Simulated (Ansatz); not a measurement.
The system is Sn.

```
Sn
1.0
    -2.94014    2.94014    1.59930
     2.94014   -2.94014    1.59930
     2.94014    2.94014   -1.59930
Sn
2
Direct
  0.00000 0.00000 0.00000
  0.75000 0.25000 0.50000
```

```yaml
Program: Ansatz 0.2.0
Task: relaxation of cell and atoms
Functional: revPBE
Dispersion: D3(BJ)
Potentials_or_basis: Ansatz PAW
Cutoff: "420 eV (not typed: the program's choice for these potentials)"
k_mesh: 9 × 9 × 9
Occupations: fermi-dirac, width 0.05 eV
Spin: no spin polarisation
```

At the start: volume 27.65 Å³/atom.

How do energy, volume and symmetry change on relaxing?

It ends after 5 steps and the volume is 26.80 Å³/atom (-3.1 %); space group I4_1/amd (No. 141, to 0.05 Å).

Step by step:
| step | energy change (eV) | largest force (eV/Å) | volume (Å³) |
| --- | --- | --- | --- |
| 1 | 0.0000 | 0.0000 | 55.30 |
| 2 | -0.0084 | 0.0000 | 53.02 |
| 3 | -0.0094 | 0.0000 | 53.63 |
| 4 | -0.0094 | 0.0000 | 53.60 |
| 5 | -0.0090 | 0.0000 | 53.60 |

Final structure:
```
CELL_PARAMETERS angstrom
-2.91638 2.91638 1.57551
2.91638 -2.91638 1.57551
2.91638 2.91638 -1.57551
ATOMIC_POSITIONS crystal
Sn 0.00000 0.00000 0.00000
Sn 0.75000 0.25000 0.50000
```

Caveat: the plane-wave basis is chosen anew once the cell has moved, so the energies of steps on either side of that aren't comparable; pairwise dispersion overbinds metals, which lowers pressure and volume; the PAW data sets come from PBE, with cores solved anew for the run's functional, which leaves a small shift of forces and pressure.
